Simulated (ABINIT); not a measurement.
# Rh (P6_3/mmc) in ABINIT: reference runs

Reference runs on Rh: the cell as given and a disturbed copy.

Program: ABINIT 10.8.3 (patched build). These are calculated values, not measurements. Logs are shortened: lines on timing, memory, paths and dates and some standing lists are left out, and cuts for length are marked. The log counts tension as positive stress, the text compression.

**1. The structure**

The structure is hexagonal, space group P6_3/mmc (No. 194). The conventional cell has a = 2.731 Å, b = 2.731 Å, c = 4.428 Å, α = 90.00°, β = 90.00°, γ = 120.00°. Around Rh (site symmetry -6m2) lie 12 Rh at 2.72 to 2.73 Å.

This isn't the form of Rh at room conditions, which is fcc.

**2. Single point, PBE**

Input file run.abi:

```
pp_dirpath "./"
pseudos "Rh.GGA_PBE-JTH.xml"

structure "poscar:POSCAR"
natom 2

ecut 16.0
pawecutdg 32.0
pawxcdev 0

kptopt 1
ngkpt 11 11 6
nshiftk 1
shiftk 0.0 0.0 0.0

ixc 11

nband 21
occopt 3
tsmear 0.00183747

nstep 100
tolvrs 1.0e-9

iomode 3
prtwf 0
prtden 0
prteig 0
prtebands 0
enunit 2
```

Input file POSCAR:

```
Rh
1.0
    2.7309790422      0.0000000000      0.0000000000
   -1.3654895211      2.3650972278      0.0000000000
    0.0000000000      0.0000000000      4.4284890000
Rh
2
Direct
    0.3333333333      0.6666666667      0.2500000000  Rh
    0.6666666667      0.3333333333      0.7500000000  Rh
```

Potentials or basis: JTH PAW PBE v2.0.

On the command line:

```sh
> abinit run.abi > log 2>&1
```

run.abo:

```text
.Version 10.8.3 of ABINIT
 Symmetries : space group P6_3/m m c (#194); Bravais hP (primitive hexag.)
================================================================================
 Values of the parameters that define the memory need of the present run
     intxc =       0    ionmov =       0      iscf =      17    lmnmax =      18
     lnmax =       6     mgfft =      32  mpssoang =       3    mqgrid =    3001
     natom =       2  nloc_mem =       2    nspden =       1   nspinor =       1
    nsppol =       1      nsym =      24    n1xccc =       1    ntypat =       1
    occopt =       3   xclevel =       2
       mpw =         609          nfft =       12800          nkpt =          64
 PAW method is used; the additional fine FFT grid is defined by:
   mgfftf=        45    nfftf =     40500
================================================================================
================================================================================

--------------------------------------------------------------------------------
------------- Echo of variables that govern the present computation ------------
--------------------------------------------------------------------------------
 -outvars: echo values of preprocessed input variables --------
            acell      1.0000000000E+00  1.0000000000E+00  1.0000000000E+00 Bohr
              amu      1.02905500E+02
             ecut      1.60000000E+01 Hartree
           enunit           2
                       outvar_i_n : Printing only first  50 k-points.
              ixc          11
                       outvar_i_n : Printing only first  50 k-points.
         kptrlatt       11    0    0      0   11    0      0    0    6
          kptrlen      5.02117882E+01
            natom           2
            nband          21
            ngfft          20      20      32
          ngfftdg          30      30      45
             nkpt          64
            nstep         100
             nsym          24
           ntypat           1
                       prtocc : prtvol=0, do not print more k-points.
           occopt           3
        pawecutdg      3.20000000E+01 Hartree
         pawxcdev           0
           prtden           0
        prtebands           0
           prteig           0
            prtwf           0
            rprim      5.1608024454E+00  0.0000000000E+00  0.0000000000E+00
                      -2.5804012227E+00  4.4693860217E+00  0.0000000000E+00
                       0.0000000000E+00  0.0000000000E+00  8.3686313616E+00
          spgroup         194
           tolvrs      1.00000000E-09
           tsmear      1.83747000E-03 Hartree
            typat      1  1
           useylm           1
                       outvars : Printing only first  50 k-points.
           xangst      4.8073241879E-17  1.5767314852E+00  1.1071222500E+00
                       1.3654895211E+00  7.8836574260E-01  3.3213667500E+00
            xcart      9.0845261136E-17  2.9795906811E+00  2.0921578404E+00
                       2.5804012227E+00  1.4897953406E+00  6.2764735212E+00
             xred      3.3333333333E-01  6.6666666667E-01  2.5000000000E-01
                       6.6666666667E-01  3.3333333333E-01  7.5000000000E-01
            znucl       45.00000

================================================================================

 chkinp: Checking input parameters for consistency.

================================================================================
== DATASET  1 ==================================================================

--- !DatasetInfo
iteration_state: {dtset: 1, }
dimensions: {natom: 2, nkpt: 64, mband: 21, nsppol: 1, nspinor: 1, nspden: 1, mpw: 609, }
cutoff_energies: {ecut:  16.0, pawecutdg:  32.0, }
electrons: {nelect:   3.40000000E+01, charge:   0.00000000E+00, occopt:   3.00000000E+00, tsmear:   1.83747000E-03, }
meta: {optdriver: 0, ionmov: 0, optcell: 0, iscf: 17, paral_kgb: 0, }
...

 Exchange-correlation functional for the present dataset will be:
  GGA: Perdew-Burke-Ernzerhof functional - ixc=11
  J.P.Perdew, K.Burke, M.Ernzerhof, PRL 77, 3865 (1996)

 Real(R)+Recip(G) space primitive vectors, cartesian coordinates (Bohr,Bohr^-1):
 R(1)=  5.1608024  0.0000000  0.0000000  G(1)=  0.1937683  0.1118722  0.0000000
 R(2)= -2.5804012  4.4693860  0.0000000  G(2)=  0.0000000  0.2237444  0.0000000
 R(3)=  0.0000000  0.0000000  8.3686314  G(3)=  0.0000000  0.0000000  0.1194939
 Unit cell volume ucvol=  1.9302766E+02 bohr^3
 Angles (23,13,12)=  9.00000000E+01  9.00000000E+01  1.20000000E+02 degrees

 Coarse grid specifications (used for wave-functions):

 getcut: wavevector=  0.0000  0.0000  0.0000  ngfft=  20  20  32
         ecut(hartree)=     16.000   => boxcut(ratio)=   2.12359

 Fine grid specifications (used for densities):

 getcut: wavevector=  0.0000  0.0000  0.0000  ngfft=  30  30  45
         ecut(hartree)=     32.000   => boxcut(ratio)=   2.06471

--- Pseudopotential description ------------------------------------------------
- pspini: atom type   1  psp file is ./Rh.GGA_PBE-JTH.xml
 Pseudopotential format is: paw10
 basis_size (lnmax)=  6 (lmn_size= 18), orbitals=   0   0   1   1   2   2
 Spheres core radius: rc_sph= 2.21251062
 Shapefunction is SIN type: shapef(r)=[sin(pi*r/rshp)/(pi*r/rshp)]**2
 Radius for shape functions =  2.00372819
 Compensation charge density is not taken into account in XC energy/potential

   1.49727597E+03                                ecore*ucvol(ha*bohr**3)
--------------------------------------------------------------------------------

[... 7 lines left out ...]

     iter   Etot(hartree)      deltaE(h)  residm     nres2
 ETOT  1  -219.64144912032    -2.196E+02 3.080E+01 2.208E+01
 ETOT  2  -222.84193993612    -3.200E+00 2.076E-01 8.592E+00
 ETOT  3  -222.83621049252     5.729E-03 3.041E-02 1.764E+00
 ETOT  4  -222.83670854990    -4.981E-04 7.964E-03 1.257E+00
 ETOT  5  -222.83672887990    -2.033E-05 9.092E-03 9.607E-03
 ETOT  6  -222.83673089470    -2.015E-06 3.717E-03 6.040E-04
 ETOT  7  -222.83673197104    -1.076E-06 7.784E-04 2.595E-05
 ETOT  8  -222.83673191827     5.277E-08 4.676E-04 3.307E-06
 ETOT  9  -222.83673190683     1.144E-08 3.552E-04 1.618E-07
 ETOT 10  -222.83673190607     7.542E-10 2.971E-04 1.675E-09
 ETOT 11  -222.83673190558     4.943E-10 2.186E-04 4.376E-10

 At SCF step   11       nres2   =  4.38E-10 < tolvrs=  1.00E-09 =>converged.

 Cartesian components of stress tensor (hartree/bohr^3)
  sigma(1 1)=  1.16313602E-04  sigma(3 2)=  0.00000000E+00
  sigma(2 2)=  1.16313600E-04  sigma(3 1)=  0.00000000E+00
  sigma(3 3)=  1.58417579E-04  sigma(2 1)=  0.00000000E+00

--- !ResultsGS
iteration_state: {dtset: 1, }
comment   : Summary of ground state results
lattice_vectors:
- [  5.1608024,   0.0000000,   0.0000000, ]
- [ -2.5804012,   4.4693860,   0.0000000, ]
- [  0.0000000,   0.0000000,   8.3686314, ]
lattice_lengths: [   5.16080,    5.16080,    8.36863, ]
lattice_angles: [ 90.000,  90.000, 120.000, ] # degrees, (23, 13, 12)
lattice_volume:   1.9302766E+02
convergence: {deltae:  4.943E-10, res2:  4.376E-10, residm:  2.186E-04, diffor: null, }
etotal    :  -2.22836732E+02
entropy   :   0.00000000E+00
fermie    :   5.73286209E-01
cartesian_stress_tensor: # hartree/bohr^3
- [  1.16313602E-04,   0.00000000E+00,   0.00000000E+00, ]
- [  0.00000000E+00,   1.16313600E-04,   0.00000000E+00, ]
- [  0.00000000E+00,   0.00000000E+00,   1.58417579E-04, ]
pressure_GPa:  -3.8350E+00
xred      :
- [  3.3333E-01,   6.6667E-01,   2.5000E-01, Rh]
- [  6.6667E-01,   3.3333E-01,   7.5000E-01, Rh]
cartesian_forces: # hartree/bohr
- [ -5.21749331E-29,   3.31355328E-28,   2.69907280E-22, ]
- [  5.21749331E-29,  -3.31355328E-28,  -2.69907280E-22, ]
force_length_stats: {min:   2.69907280E-22, max:   2.69907280E-22, mean:   2.69907280E-22, }
...

 Integrated electronic density in atomic spheres:
 ------------------------------------------------
 Atom  Sphere_radius  Integrated_density
    1        2.21251         14.84383189
    2        2.21251         14.84383189

================================================================================

 ----iterations are completed or convergence reached----

 Mean square residual over all n,k,spin=   56.242E-08; max=  21.858E-05
 reduced coordinates (array xred) for    2 atoms
       0.333333333333      0.666666666667      0.250000000000
       0.666666666667      0.333333333333      0.750000000000
 rms dE/dt=  1.3041E-21; max dE/dt=  2.2588E-21; dE/dt below (all hartree)
    1       0.000000000000     -0.000000000000     -0.000000000000
    2      -0.000000000000      0.000000000000      0.000000000000

 cartesian coordinates (angstrom) at end:
    1      0.00000000000000     1.57673148520000     1.10712225000000
    2      1.36548952110000     0.78836574260000     3.32136675000000

 cartesian forces (hartree/bohr) at end:
    1     -0.00000000000000     0.00000000000000     0.00000000000000
    2      0.00000000000000    -0.00000000000000    -0.00000000000000
 frms,max,avg= 1.5583104E-22 2.6990728E-22   0.000E+00  0.000E+00  0.000E+00 h/b

 cartesian forces (eV/Angstrom) at end:
    1     -0.00000000000000     0.00000000000000     0.00000000000000
    2      0.00000000000000    -0.00000000000000    -0.00000000000000
 frms,max,avg= 8.0131543E-21 1.3879190E-20   0.000E+00  0.000E+00  0.000E+00 e/A
 length scales=  1.000000000000  1.000000000000  1.000000000000 bohr
              =  0.529177210544  0.529177210544  0.529177210544 angstroms
 Fermi (or HOMO) energy (hartree) =   0.57329   Average Vxc (hartree)=  -0.48187
 Eigenvalues (hartree) for nkpt=  64  k points:
 kpt#   1, nband= 21, wtk=  0.00138, kpt=  0.0000  0.0000  0.0000 (reduced coord)
  -2.32419   -2.32060   -1.15480   -1.13387   -1.13387   -1.13090   -1.13045   -1.13045
   0.28764    0.35710    0.46537    0.46859    0.46859    0.48649    0.48649    0.50803
   0.50803    0.57841    0.57841    0.60041    0.87518
      occupation numbers for kpt#   1
   2.00000    2.00000    2.00000    2.00000    2.00000    2.00000    2.00000    2.00000
   2.00000    2.00000    2.00000    2.00000    2.00000    2.00000    2.00000    2.00000
   2.00000    0.11611    0.11611    0.00000    0.00000
 prteigrs : prtvol=0 or 1, do not print more k-points.

 Fermi (or HOMO) energy (eV) =  15.59991   Average Vxc (eV)= -13.11226
 Eigenvalues (   eV  ) for nkpt=  64  k points:
 kpt#   1, nband= 21, wtk=  0.00138, kpt=  0.0000  0.0000  0.0000 (reduced coord)
 -63.24451  -63.14661  -31.42370  -30.85406  -30.85406  -30.77329  -30.76122  -30.76122
   7.82717    9.71728   12.66348   12.75092   12.75092   13.23795   13.23795   13.82409
  13.82409   15.73924   15.73924   16.33800   23.81480
 prteigrs : prtvol=0 or 1, do not print more k-points.

--- !EnergyTerms
iteration_state     : {dtset: 1, }
comment             : Components of total free energy in Hartree
kinetic             :  2.99513537948696E+01
hartree             :  3.87799947184510E+01
xc                  : -1.01837524004023E+01
Ewald energy        : -1.81964235455419E+02
psp_core            :  7.75679501557861E+00
local_psp           : -1.48461386863676E+02
PAW spherical_terms :  4.12855549473868E+01
internal            : -2.22835676243212E+02
'-kT*entropy'       : -1.10480954770344E-03
total_energy        : -2.22836781052760E+02
total_energy_eV     : -6.06369771903775E+03
...

--- !EnergyTermsDC
iteration_state     : {dtset: 1, }
comment             : '"Double-counting" decomposition of free energy'
band_energy         : -1.46643188709275E+01
Ewald energy        : -1.81964235455419E+02
psp_core            :  7.75679501557861E+00
xc_dc               : -3.56712516734479E+01
PAW spherical_terms :  1.70738388818428E+00
internal            : -2.22835627096032E+02
'-kT*entropy'       : -1.10480954770344E-03
total_energy_dc     : -2.22836731905579E+02
total_energy_dc_eV  : -6.06369638167484E+03
...

--- !EnergyTermsWithPAWCore
iteration_state     : {dtset: 1, }
comment             : 'Components of total free energy, including PAW core contributions'
Total energy        : -9.56876204013756E+03
Total energy DC     : -9.56876199099038E+03
Total energy (eV)   : -2.60379279770064E+05
Total energy DC (eV): -2.60379278432701E+05
...

 Cartesian components of stress tensor (hartree/bohr^3)
  sigma(1 1)=  1.16313602E-04  sigma(3 2)=  0.00000000E+00
  sigma(2 2)=  1.16313600E-04  sigma(3 1)=  0.00000000E+00
  sigma(3 3)=  1.58417579E-04  sigma(2 1)=  0.00000000E+00

-Cartesian components of stress tensor (GPa)         [Pressure= -3.8350E+00 GPa]
- sigma(1 1)=  3.42206432E+00  sigma(3 2)=  0.00000000E+00
- sigma(2 2)=  3.42206427E+00  sigma(3 1)=  0.00000000E+00
- sigma(3 3)=  4.66080608E+00  sigma(2 1)=  0.00000000E+00

== END DATASET(S) ==============================================================
================================================================================

 -outvars: echo values of variables after computation  --------
            acell      1.0000000000E+00  1.0000000000E+00  1.0000000000E+00 Bohr
           etotal     -2.2283673191E+02
            fcart     -5.2174933097E-29  3.3135532835E-28  2.6990727975E-22
                       5.2174933097E-29 -3.3135532835E-28 -2.6990727975E-22
            rprim      5.1608024454E+00  0.0000000000E+00  0.0000000000E+00
                      -2.5804012227E+00  4.4693860217E+00  0.0000000000E+00
                       0.0000000000E+00  0.0000000000E+00  8.3686313616E+00
           strten      1.1631360211E-04  1.1631360035E-04  1.5841757867E-04
                       0.0000000000E+00  0.0000000000E+00  0.0000000000E+00
           xangst      4.8073241879E-17  1.5767314852E+00  1.1071222500E+00
                       1.3654895211E+00  7.8836574260E-01  3.3213667500E+00
             xred      3.3333333333E-01  6.6666666667E-01  2.5000000000E-01
                       6.6666666667E-01  3.3333333333E-01  7.5000000000E-01
 Calculation completed.
```

Wall time 25 s (1 thread of Arm Neoverse V1, shared host); peak memory 0.11 GiB.

Results:

```yaml
Free_energy: -6063.6964 eV
Pressure: -3.8 GPa
Band_gap_on_the_k_mesh: none (metal or under the smearing width)
Valence_electrons_inside_the_program's_atomic_spheres: Rh 14.84 (radii [1.1708] Å)
```

(Part 1 of 2 ends here.)
